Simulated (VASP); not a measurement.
# CoSi (P2_13) in VASP: notebook

One crystal, CoSi, is run at these levels: vdW-DF2, optB86b-vdW; tasks: relaxation of cell and atoms.

All numbers are computed with VASP 6.6.1; they aren't measurements. Logs are shortened: lines on timing, memory, paths and dates and some standing lists are left out, and cuts for length are marked.

## (1) The crystal as given

The structure is cubic, space group P2_13 (No. 198). The conventional cell has a = 4.438 Å, b = 4.438 Å, c = 4.438 Å, α = 90.00°, β = 90.00°, γ = 90.00°. Around Co (site symmetry 3) lie 7 Si at 2.28 to 2.47 Å. Si (site symmetry 3) has 7 Co at 2.28 to 2.47 Å as nearest neighbours.

## (2) Relaxation of cell and atoms, vdW-DF2, collinear spin, ferromagnetic start

File INCAR:

```
SYSTEM = CoSi
PREC = Accurate ; ENCUT = 600
EDIFF = 1E-7 ; ISMEAR = -1
SIGMA = 0.05 ; LREAL = .False.
LASPH = .True. ; NELM = 100
ALGO = Normal ; ISIF = 3
LWAVE = .False. ; LCHARG = .False.
ISPIN = 2 ; MAGMOM = 2 2 2 2 0 0 0 0
LORBIT = 11 ; LMAXMIX = 4
GGA = ML ; LUSE_VDW = .True.
AGGAC = 0.0 ; ZAB_VDW = -1.8867
IBRION = 2 ; NSW = 60
EDIFFG = -0.01
```

File KPOINTS:

```
Automatic mesh
0
Gamma
  6 6 6
  0 0 0
```

File POSCAR:

```
CoSi
1.0
    4.4380000000      0.0000000000      0.0000000000
    0.0000000000      4.4380000000      0.0000000000
    0.0000000000      0.0000000000      4.4380000000
Co Si
4 4
Direct
    0.8600000000      0.6400000000      0.3600000000
    0.6400000000      0.3600000000      0.8600000000
    0.3600000000      0.8600000000      0.6400000000
    0.1400000000      0.1400000000      0.1400000000
    0.1570000000      0.3430000000      0.6570000000
    0.3430000000      0.6570000000      0.1570000000
    0.6570000000      0.1570000000      0.3430000000
    0.8430000000      0.8430000000      0.8430000000
```

Potentials or basis: VASP PAW PBE potentials, release 64 (Co, Si).

The run is started by

```
cat potpaw_PBE.64/Co/POTCAR potpaw_PBE.64/Si/POTCAR > POTCAR
mpirun -np 1 vasp_std > vasp.out
```

OUTCAR:

```text
SYSTEM = CoSi
   PREC = Accurate
   ENCUT = 600
   EDIFF = 1E-7
   ISMEAR = -1
   LREAL = .False.
   LASPH = .True.
   NELM = 100
   ISIF = 3
   ISPIN = 2
   LORBIT = 11
   GGA = ML
   IBRION = 2
   NSW = 60
   EDIFFG = -0.01

 ion  position               nearest neighbor table
   1  0.860  0.640  0.360-   5 2.28   6 2.33   7 2.33   8 2.33   7 2.47   8 2.47   6 2.47   2 2.72
                             2 2.72   4 2.72   4 2.72   3 2.72   3 2.72
   2  0.640  0.360  0.860-   6 2.28   5 2.33   7 2.33   8 2.33   5 2.47   7 2.47   8 2.47   1 2.72
                             1 2.72   3 2.72   3 2.72   4 2.72   4 2.72
   3  0.360  0.860  0.640-   7 2.28   6 2.33   5 2.33   8 2.33   6 2.47   5 2.47   8 2.47   4 2.72
                             2 2.72   2 2.72   4 2.72   1 2.72   1 2.72
   4  0.140  0.140  0.140-   8 2.28   6 2.33   7 2.33   5 2.33   6 2.47   5 2.47   7 2.47   1 2.72
                             3 2.72   3 2.72   1 2.72   2 2.72   2 2.72
   5  0.157  0.343  0.657-   1 2.28   2 2.33   3 2.33   4 2.33   3 2.47   4 2.47   2 2.47   8 2.75
                             6 2.75   6 2.75   8 2.75   7 2.75   7 2.75
   6  0.343  0.657  0.157-   2 2.28   1 2.33   3 2.33   4 2.33   1 2.47   3 2.47   4 2.47   8 2.75
                             5 2.75   5 2.75   7 2.75   7 2.75   8 2.75
   7  0.657  0.157  0.343-   3 2.28   2 2.33   1 2.33   4 2.33   2 2.47   1 2.47   4 2.47   8 2.75
                             8 2.75   5 2.75   6 2.75   6 2.75   5 2.75
   8  0.843  0.843  0.843-   4 2.28   2 2.33   3 2.33   1 2.33   2 2.47   1 2.47   3 2.47   5 2.75
                             6 2.75   7 2.75   7 2.75   5 2.75   6 2.75

  LATTYP: Found a simple cubic cell.
 ALAT       =     4.4380000000

  Lattice vectors:

 A1 = (   4.4380000000,   0.0000000000,   0.0000000000)
 A2 = (   0.0000000000,   4.4380000000,   0.0000000000)
 A3 = (   0.0000000000,   0.0000000000,   4.4380000000)

Analysis of symmetry for initial positions (statically):
=====================================================================
 Subroutine PRICEL returns:
 Original cell was already a primitive cell.

 Routine SETGRP: Setting up the symmetry group for a
 simple cubic supercell.

 Subroutine GETGRP returns: Found 12 space group operations
 (whereof  3 operations were pure point group operations)
 out of a pool of 48 trial point group operations.

The static configuration has the point symmetry C_3 .
 The point group associated with its full space group is T   .

Analysis of symmetry for dynamics (positions and initial velocities):
=====================================================================
 Subroutine PRICEL returns:
 Original cell was already a primitive cell.

 Routine SETGRP: Setting up the symmetry group for a
 simple cubic supercell.

 Subroutine GETGRP returns: Found 12 space group operations
 (whereof  3 operations were pure point group operations)
 out of a pool of 48 trial point group operations.

The dynamic configuration has the point symmetry C_3 .
 The point group associated with its full space group is T   .

Analysis of structural, dynamic, and magnetic symmetry:
=====================================================================
 Subroutine PRICEL returns:
 Original cell was already a primitive cell.

 Routine SETGRP: Setting up the symmetry group for a
 simple cubic supercell.

 Subroutine GETGRP returns: Found 12 space group operations
 (whereof  3 operations were pure point group operations)
 out of a pool of 48 trial point group operations.

The overall configuration has the point symmetry C_3 .
 The point group associated with its full space group is T   .

 Subroutine INISYM returns: Found 12 space group operations
 (whereof  3 operations are pure point group operations),
 and found     1 'primitive' translations

----------------------------------------------------------------------------------------

                                     Primitive cell

  volume of cell :      87.4102

  direct lattice vectors                    reciprocal lattice vectors
     4.438000000  0.000000000  0.000000000     0.225326724  0.000000000  0.000000000
     0.000000000  4.438000000  0.000000000     0.000000000  0.225326724  0.000000000
     0.000000000  0.000000000  4.438000000     0.000000000  0.000000000  0.225326724

  length of vectors
     4.438000000  4.438000000  4.438000000     0.225326724  0.225326724  0.225326724

  position of ions in fractional coordinates (direct lattice)
     0.860000000  0.640000000  0.360000000
     0.640000000  0.360000000  0.860000000
     0.360000000  0.860000000  0.640000000
     0.140000000  0.140000000  0.140000000
     0.157000000  0.343000000  0.657000000
[... 69 lines left out ...]
   total plane-waves  NPLWV =  46656
   dimension x,y,z NGX =    36 NGY =   36 NGZ =   36
   dimension x,y,z NGXF=    72 NGYF=   72 NGZF=   72
   ions per type =               4   4
   NGX,Y,Z   is equivalent  to a cutoff of  13.49, 13.49, 13.49 a.u.
   NGXF,Y,Z  is equivalent  to a cutoff of  26.97, 26.97, 26.97 a.u.
 SYSTEM =  CoSi
   PREC   = accura    normal or accurate (medium, high low for compatibility)
   ISTART =      0    job   : 0-new  1-cont  2-samecut
   ICHARG =      2    charge: 1-file 2-atom 10-const
   ISPIN  =      2    spin polarized calculation?
   LNONCOLLINEAR =      F non collinear calculations
   LSORBIT =      F    spin-orbit coupling
   LASPH  =      T    aspherical Exc in radial PAW
   ENCUT  =  600.0 eV  44.10 Ry    6.64 a.u.   8.86  8.86  8.86*2*pi/ulx,y,z
   NELM   =    100;   NELMIN=  2; NELMDL= -5     # of ELM steps
   EDIFF  = 0.1E-06   stopping-criterion for ELM
   LREAL  =      F    real-space projection
   EDIFFG = -.1E-01   stopping-criterion for IOM
   NSW    =     60    number of steps for IOM
   IBRION =      2    ionic relax: 0-MD 1-quasi-New 2-CG
   NFREE  =      1    steps in history (QN), initial steepest desc. (CG)
   ISIF   =      3    stress and relaxation
   ISYM   =      2    0-nonsym 1-usesym 2-fastsym
   POTIM  = 0.5000    time-step for ionic-motion
   TEBEG  =    0.0;   TEEND  =   0.0 temperature during run
   PSTRESS=    0.0 pullay stress
   NELECT =      52.0000    total number of electrons
   NUPDOWN=      -1.0000    fix difference up-down
   EMIN   =  10.00;   EMAX   =-10.00  energy-range for DOS
   EFERMI =   0.00;   METHOD = LEGACY
   ISMEAR =    -1;   SIGMA  =   0.05  broadening in eV -4-tet -1-fermi 0-gaus
   EFERMI_NEDOS =   21; number of points for ismear=-14 and -15
   IALGO  =     38    algorithm
   IMIX   =      4    mixing-type and parameters
     AMIX     =   0.40;   BMIX     =  1.00
     AMIX_MAG =   1.60;   BMIX_MAG =  1.00
  volume/ion in A,a.u.               =      10.93        73.73
  Fermi-wavevector in a.u.,A,eV,Ry     =   1.376856  2.601881 25.793021  1.895734
  Thomas-Fermi vector in A             =   2.502063
   LORBIT       =     11    0 simple, 1 ext, 2 COOP (PROOUT), +10 PAW based schemes
   GGA     = ML    functional components
   LHFCALC =     F    Hartree Fock is set to
   AEXX    =    0.0000 exact exchange contribution
   IVDW_NL    =     1    kernel type
   BPARAM     = 6.3000
   IVDW    =     0    specifies the selected vdW correction
   LEPSILON=     F    determine dielectric tensor
   LRPA    =     F    only Hartree local field effects (RPA)
 conjugate gradient relaxation of ions
 spin polarized calculation
  energy-cutoff  :      600.00
  volume of cell :       87.41
 maximum number of plane-waves:      2968
   NGX = 17   NGY = 17   NGZ = 17

--------------------------------------- Ionic step        1  -------------------------------------------

 number of electron      51.9999992 magnetization       0.0018026

 number of electron      51.9999992 magnetization      -0.0000864

 Free energy of the ion-electron system (eV)
  ---------------------------------------------------
  ext. energy  EPLUGINS =         0.00000000
  ---------------------------------------------------
  free energy    TOTEN  =       -31.50202976 eV

  energy without entropy =      -31.48712872  energy(sigma->0) =      -31.49457924

------------------------ aborting loop because EDIFF is reached ----------------------------------------

  FORCE on cell =-STRESS in cart. coord.  units (eV):
  Direction    XX          YY          ZZ          XY          YZ          ZX
  --------------------------------------------------------------------------------------
  -------------------------------------------------------------------------------------
  Total        6.2887888      6.2887888      6.2887888      0.0000000      0.0000000      0.0000000
  in kB      115.2698419    115.2698419    115.2698419      0.0000000      0.0000000      0.0000000
  external PRESSURE =     115.2698419 kB  Pullay stress =       0.0000000 kB
[... 119 lines left out ...]
  energy  without entropy=      -31.6582674308  energy(sigma->0) =      -31.66661945

Total vdW correction in eV:      6.9025331

[... ionic steps 4 to 8 ...]

--------------------------------------- Ionic step        9  -------------------------------------------

 number of electron      51.9999985 magnetization       0.0000002

 number of electron      51.9999985 magnetization      -0.0000001
[... 89 lines left out ...]
 number of electron      51.9999989 magnetization      -0.0000000

 number of electron      51.9999989 magnetization       0.0000001

 Free energy of the ion-electron system (eV)
  ---------------------------------------------------
  ext. energy  EPLUGINS =         0.00000000
  ---------------------------------------------------
  free energy    TOTEN  =       -31.67751812 eV

  energy without entropy =      -31.66077708  energy(sigma->0) =      -31.66914760

 E-fermi :  11.3281     XC(G=0): -12.3379

 val. band max:       11.2736576888   @ k =   0.5000   0.5000   0.0000
 cond. band min:      11.3551450102   @ k =   0.5000   0.5000   0.3333
 fundamental gap:      0.0814873215
 Fermi energy:        11.3281092005

 spin component 1

 k-point     1 :       0.0000    0.0000    0.0000
  band No.  band energies     occupation
      1      -1.8431      1.00000
      2       3.3798      1.00000
      3       3.3798      1.00000
      4       3.3798      1.00000
      5       6.1746      1.00000
      6       6.1746      1.00000
[... 901 lines left out ...]
     34      16.6832      0.00000
     35      16.6832      0.00000
 Fermi energy:        11.3281092005

 spin component 2

 k-point     1 :       0.0000    0.0000    0.0000
  band No.  band energies     occupation
      1      -1.8431      1.00000
      2       3.3798      1.00000
      3       3.3798      1.00000
      4       3.3798      1.00000
      5       6.1746      1.00000
      6       6.1746      1.00000
[... 940 lines left out ...]
  energy  without entropy=      -31.6607770762  energy(sigma->0) =      -31.66914760

Total vdW correction in eV:      6.8986299

 reached required accuracy - stopping structural energy minimisation

 total charge

# of ion       s       p       d       tot
------------------------------------------
    1        0.402   0.540   7.551   8.494
    2        0.402   0.540   7.551   8.494
    3        0.402   0.540   7.551   8.494
    4        0.402   0.540   7.551   8.494
    5        0.732   0.849   0.000   1.581
    6        0.732   0.849   0.000   1.581
    7        0.732   0.849   0.000   1.581
    8        0.732   0.849   0.000   1.581
--------------------------------------------------
tot          4.537   5.559  30.205  40.301

 magnetization (x)

# of ion       s       p       d       tot
------------------------------------------
    1        0.000   0.000   0.000   0.000
    2        0.000   0.000   0.000   0.000
    3        0.000   0.000   0.000   0.000
    4        0.000   0.000   0.000   0.000
    5       -0.000  -0.000   0.000  -0.000
    6       -0.000  -0.000   0.000  -0.000
    7       -0.000  -0.000   0.000  -0.000
    8       -0.000  -0.000   0.000  -0.000
--------------------------------------------------
tot          0.000  -0.000   0.000   0.000
```

It took 17 min on 1 thread of AMD EPYC 9R45 (Zen 5), shared host; peak memory 0.57 GiB.

What came out:

```
Free energy                                           : -31.6775 eV
Relaxed volume                                        : 11.54 Å³/atom
Relaxed cell                                          : a = 4.520 Å, b = 4.520 Å, c = 4.520 Å, α = 90.00°, β = 90.00°, γ = 90.00°
Space group after relaxing (to 0.05 Å)                : P2_13 (No. 198)
Energy gained by relaxing                             : 21.9 meV/atom
Ionic steps                                           : 11
Pressure after relaxing                               : 0.0 GPa
Largest force after relaxing                          : 0.006 eV/Å
Band gap on the k mesh                                : none (metal or under the smearing width)
Net moment                                            : 0.00 μB per cell
Valence electrons inside the program's atomic spheres : Co 8.49; Si 1.58
```

Forces in eV/Å, atoms in the order of the input:
```
Co  -0.003  0.003 -0.003
Co   0.003 -0.003 -0.003
Co  -0.003 -0.003  0.003
Co   0.003  0.003  0.003
Si  -0.001  0.001 -0.001
Si   0.001 -0.001 -0.001
Si  -0.001 -0.001  0.001
Si   0.001  0.001  0.001
```

Step by step:
| step | energy change (eV) | largest force (eV/Å) | pressure (GPa) | volume (Å³) |
| --- | --- | --- | --- | --- |
| 1 | 0.0000 | 0.2837 | 11.53 | 87.41 |
| 2 | -0.0116 | 0.1533 | -9.00 | 97.74 |
| 3 | -0.1729 | 0.1064 | -0.14 | 92.42 |
| 4 | -0.1729 | 0.1054 | 0.06 | 92.31 |
| 5 | -0.1747 | 0.0494 | 0.11 | 92.30 |
| 6 | -0.1753 | 0.0195 | 0.16 | 92.28 |
| 7 | -0.1753 | 0.0093 | -0.21 | 92.45 |
| 8 | -0.1754 | 0.0142 | -0.04 | 92.37 |
| 9 | -0.1754 | 0.0135 | -0.06 | 92.38 |
| 10 | -0.1754 | 0.0105 | -0.05 | 92.36 |
| 11 | -0.1755 | 0.0058 | -0.02 | 92.33 |

Final structure:
```
Co Si
1.0
     4.51977    0.00000    0.00000
     0.00000    4.51977    0.00000
     0.00000    0.00000    4.51977
Co Si
4 4
Direct
  0.85819 0.64181 0.35819
  0.64181 0.35819 0.85819
  0.35819 0.85819 0.64181
  0.14181 0.14181 0.14181
  0.15827 0.34173 0.65827
  0.34173 0.65827 0.15827
  0.65827 0.15827 0.34173
  0.84173 0.84173 0.84173
```

Caveat: the starting moments collapsed, and a magnetic state may lie lower; the PAW data sets were made with another functional, which shifts forces and pressure a little.

[end of part 1 of 2]
